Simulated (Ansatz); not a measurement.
# Sn3Se: a listed cell, distorted in several ways

How do energy, forces, pressure and gap of Sn3Se change under swapped elements, distortions that keep the symmetry, other functionals? Each case is one self-consistent run.

Program: Ansatz 0.2.0. Level of theory: DFT PBEsol, scalar-relativistic, plane waves, PAW, unless a step's input says otherwise. These are calculated values, not measurements.

1 further run of the same task is left out (it didn't finish).

## (1) The system as given

It takes space group Pm-3m (No. 221, cubic). The conventional cell has a = 4.742 Å, b = 4.742 Å, c = 4.742 Å, α = 90.00°, β = 90.00°, γ = 90.00°. Around Sn (site symmetry 4/mmm) lie 8 Sn at 3.35 Å and 4 Se at 3.35 Å. Se (site symmetry m-3m) has 12 Sn at 3.35 Å as nearest neighbours.

Coordinates:

```cif
data_structure
_symmetry_space_group_name_H-M 'P 1'
_symmetry_Int_Tables_number 1
_cell_length_a 4.7419
_cell_length_b 4.7419
_cell_length_c 4.7419
_cell_angle_alpha 90.000
_cell_angle_beta 90.000
_cell_angle_gamma 90.000
_cell_volume 106.62
loop_
_atom_site_label
_atom_site_type_symbol
_atom_site_fract_x
_atom_site_fract_y
_atom_site_fract_z
_atom_site_occupancy
Sn1 Sn 0.00000 0.50000 0.50000 1
Sn2 Sn 0.50000 0.00000 0.50000 1
Sn3 Sn 0.50000 0.50000 0.00000 1
Se1 Se 0.00000 0.00000 0.00000 1
```

The structure comes from the Materials Project (structure only).

## (2) Another functional, on a distorted cell: PBE

What differs from the listed cell: strain xx, yy, zz, yz, xz, xy = -1.8, -1.8, -1.8, +0.0, +0.0, +0.0 %.

input.yaml

```yaml
crystal:
  lattice:
    - [4.6574735538, 0.0, 0.0]
    - [0.0, 4.6574735538, 0.0]
    - [0.0, 0.0, 4.6574735538]
  atoms:
    - { symbol: Sn, position: [0.0, 0.5, 0.5] }
    - { symbol: Sn, position: [0.5, 0.0, 0.5] }
    - { symbol: Sn, position: [0.5, 0.5, 0.0] }
    - { symbol: Se, position: [0.0, 0.0, 0.0] }
basis:
  ecutwfc: 420
kpoints:
  mp_grid: { grid: [10, 10, 10] }
hamiltonian:
  xc: pbe
scf:
  occupations: { method: gaussian, width: 0.1 }
output:
  forces: true
  stress: true
  eigenvalues: true
  populations: true
```

Launch:

```sh
$ ansatz run input.yaml --threads 1 --pin off --max-ram 1331MiB --backend cpu --events-out ev --progress --plain --runs-dir out
```

## (3) A change within the space group

input.yaml, as its differences from that of step 2:

```diff
@@ -2,5 +2,5 @@
   lattice:
-    - [4.6574735538, 0.0, 0.0]
-    - [0.0, 4.6574735538, 0.0]
-    - [0.0, 0.0, 4.6574735538]
+    - [4.5967775026, 0.0, 0.0]
+    - [0.0, 4.5967775026, 0.0]
+    - [0.0, 0.0, 4.5967775026]
   atoms:
@@ -15,3 +15,3 @@
 hamiltonian:
-  xc: pbe
+  xc: pbesol
 scf:
@@ -22,2 +22,5 @@
   eigenvalues: true
-  populations: true
+  write_density: true
+  write_potential: true
+  elf: true
+  volumetric_format: npy
```

## (4) Substitution of an element, cell strained: Se → S, first probe

input.yaml

```yaml
crystal:
  lattice:
    - [4.5986244512, 0.0, 0.0]
    - [0.0, 4.5986244512, 0.0]
    - [0.0, 0.0, 4.5986244512]
  atoms:
    - { symbol: Sn, position: [0.0, 0.5, 0.5] }
    - { symbol: Sn, position: [0.5, 0.0, 0.5] }
    - { symbol: Sn, position: [0.5, 0.5, 0.0] }
    - { symbol: S, position: [0.0, 0.0, 0.0] }
basis:
  ecutwfc: 420
kpoints:
  mp_grid: { grid: [4, 4, 4] }
hamiltonian:
  xc: pbesol
scf:
  occupations: { method: gaussian, width: 0.1 }
output:
  forces: true
  stress: true
  eigenvalues: true
```

## (5) Substitution of an element, cell strained: Se → S

input.yaml, as its differences from that of step 4:

```diff
@@ -13,3 +13,3 @@
 kpoints:
-  mp_grid: { grid: [4, 4, 4] }
+  mp_grid: { grid: [10, 10, 10] }
 hamiltonian:
```

## (6) A change within the space group

input.yaml, as its differences from that of step 5:

```diff
@@ -2,5 +2,5 @@
   lattice:
-    - [4.5986244512, 0.0, 0.0]
-    - [0.0, 4.5986244512, 0.0]
-    - [0.0, 0.0, 4.5986244512]
+    - [4.9468230104, 0.0, 0.0]
+    - [0.0, 4.9468230104, 0.0]
+    - [0.0, 0.0, 4.9468230104]
   atoms:
@@ -9,3 +9,3 @@
     - { symbol: Sn, position: [0.5, 0.5, 0.0] }
-    - { symbol: S, position: [0.0, 0.0, 0.0] }
+    - { symbol: Se, position: [0.0, 0.0, 0.0] }
 basis:
```

Before running it: what results should come out? Wanted: for each run, case; energy; pressure; largest force.

As calculated:

| step | case | energy (meV/atom) | pressure (GPa) | largest force (eV/Å) | gap on the mesh (eV) |
| --- | --- | --- | --- | --- | --- |
| 2 | another functional, on a distorted cell: PBE | n/a | 3.3 | 0.00 | 0.00 |
| 3 | a change within the space group | +0.0 | 2.4 | 0.00 | 0.00 |
| 5 | substitution of an element, cell strained: Se → S | n/a | -0.4 | 0.00 | 0.00 |
| 6 | a change within the space group | +113.9 | -6.7 | 0.00 | 0.00 |

Energies are counted from step 3, with the smearing taken to zero. Other atoms or functionals have another zero of energy (n/a). A gap of 0.00 means none on the mesh at this level.

What this shows: The distorted cells of the listed formula and level show no gap on the mesh.
